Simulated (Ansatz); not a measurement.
# GaSe: field gradients at two levels of theory

Cell: a structure deposited in the COD whose atoms were relaxed with PBE, the cell held.

```cif
data_GaSe
_symmetry_space_group_name_H-M 'P6_3/mmc'
_symmetry_Int_Tables_number 194
_cell_length_a 3.7500
_cell_length_b 3.7500
_cell_length_c 15.9200
_cell_angle_alpha 90.000
_cell_angle_beta 90.000
_cell_angle_gamma 120.000
loop_
_atom_site_label
_atom_site_type_symbol
_atom_site_symmetry_multiplicity
_atom_site_Wyckoff_symbol
_atom_site_fract_x
_atom_site_fract_y
_atom_site_fract_z
Ga Ga 4 f 0.3333 0.6667 0.9277
Se Se 4 f 0.3333 0.6667 0.1564
```

One atom of each set is listed.

First run. Level of theory: DFT, PBE, plane waves and PAW, scalar-relativistic, 420 eV cutoff, Γ-centred 14×14×3 k-points, Fermi–Dirac smearing 0.05 eV (Ansatz 0.2.0).

```csv
site,V_zz (10²¹ V/m²),η
Ga,0.053,0.00
Se,16.64,0.00
```

Second run. The same atoms and settings, except that the functional is r2SCAN and the cutoff is 500 eV.

Task: Given the first result, estimate the second.

Result: 

```csv
site,V_zz,η,change of V_zz
Ga,-0.25,0.00,-0.30
Se,17.02,0.00,+0.38
```

The largest change of V_zz is on Se, from 16.64 to 17.02. In per cent, |V_zz| changes by +2 on Se (all sites that start above 2). V_zz changes sign on Ga (same axis).

The run finds no gap above 0.1 eV (a metal, or nearly one), so the gradients can move by 10 % or more with the k-mesh.
For the second run: The largest force is 0.3 eV/Å, so the atoms aren't at the calculated equilibrium and relaxing them would move these values.
